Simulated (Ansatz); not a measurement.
Crystal: CrO2.

```xyz
3
Lattice="0.0000 2.3831 2.3831 2.3831 0.0000 2.3831 2.3831 2.3831 0.0000" Properties=species:S:1:pos:R:3 pbc="T T T"
Cr    0.0000    0.0000    0.0000
O     1.1915    1.1915    1.1915
O     3.5746    3.5746    3.5746
```

Measurements of this composition are mostly on another form, of space group No. 136.

| Quantity | Value |
| --- | --- |
| Program | Ansatz 0.2.0 |
| Task | single point |
| Functional | PBE |
| Potentials or basis | Ansatz PAW |
| Cutoff | 420 eV (not typed: the program's choice for these potentials) |
| k mesh | 10 × 10 × 10 |
| Occupations | fermi-dirac, width 0.05 eV |
| Spin | collinear spin, ferromagnetic start |
| Starting moments | [3.0, 0.0, 0.0] μB |

On this cell: pressure -8.6 GPa; largest force zero by symmetry; net moment 2.00 μB per cell; site moments Cr +1.92; O -0.12 μB; band gap on the k mesh 0.41 eV, indirect (least direct gap 0.42 eV).

The same run follows on a disturbed copy (atoms moved at random, drawn with an rms of 0.05 Å):

```xyz
3
Lattice="0.0000 2.3831 2.3831 2.3831 0.0000 2.3831 2.3831 2.3831 0.0000" Properties=species:S:1:pos:R:3 pbc="T T T"
Cr    0.0309    0.0065    0.0048
O     1.1882    1.2046    1.1614
O     3.5614    3.6028    3.5652
```

**Question.** What does the disturbed cell give?

**Answer.** The energy moves by +4.1 meV/atom; pressure -8.2 GPa; largest force 0.378 eV/Å; net moment 2.00 μB per cell; site moments Cr +1.89; O -0.12 μB; band gap on the k mesh 0.40 eV, indirect (least direct gap 0.44 eV).

Forces in eV/Å, atoms in the order of the input:
```
Cr  -0.306  0.100 -0.199
O    0.061  0.100  0.281
O    0.245 -0.200 -0.082
```

Stress tensor (GPa, compression positive):
```
-8.22  0.43  0.64
 0.43 -8.26 -0.35
 0.64 -0.35 -8.22
```

Caveats: a cell with one magnetic atom can't hold antiferromagnetic order, which such compounds often take.

A k mesh can miss the band edges.
